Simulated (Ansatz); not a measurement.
Zr: strain and displacement

```
CELL_PARAMETERS angstrom
-1.79085 1.79085 1.79085
1.79085 -1.79085 1.79085
1.79085 1.79085 -1.79085
ATOMIC_POSITIONS crystal
Zr 0.00000 0.00000 0.00000
```

The cell is the one relaxed in the Materials Project (mp-41), not relaxed further here; entries there can be hypothetical.

The calculation used DFT, r2SCAN, all-electron PAW with datasets made for the crystal, scalar-relativistic in Ansatz 0.2.0.

Sampling and basis: a Γ-centred 13×13×13 k mesh, Fermi–Dirac smearing of 0.05 eV, cutoff 240 eV (chosen by the program for this cell), no spin polarisation.

The unchanged cell is at -0.13 GPa, so energy changes include a term −P ΔV where the volume moves.

In a metal, stresses and small energies carry noise from the k mesh.

x, y and z are the Cartesian axes of the cell as listed; fractional coordinates follow a strain, and an engineering shear is twice the off-diagonal strain component.

Q: With this change (x and y strained by -1 %, z held), what becomes of the energy and stress?

A: Energy change +2 meV/atom; stress change (xx, yy, zz, yz, xz, xy) 1.72, 1.72, 1.90, 0.00, 0.00, 0.00 GPa, compression positive.

Q: With this change (xy engineering shear strain of -4 %), what becomes of the energy and stress?

A: Energy change +3 meV/atom; stress change (xx, yy, zz, yz, xz, xy) -0.02, -0.02, 0.10, 0.00, 0.00, 1.16 GPa, compression positive.
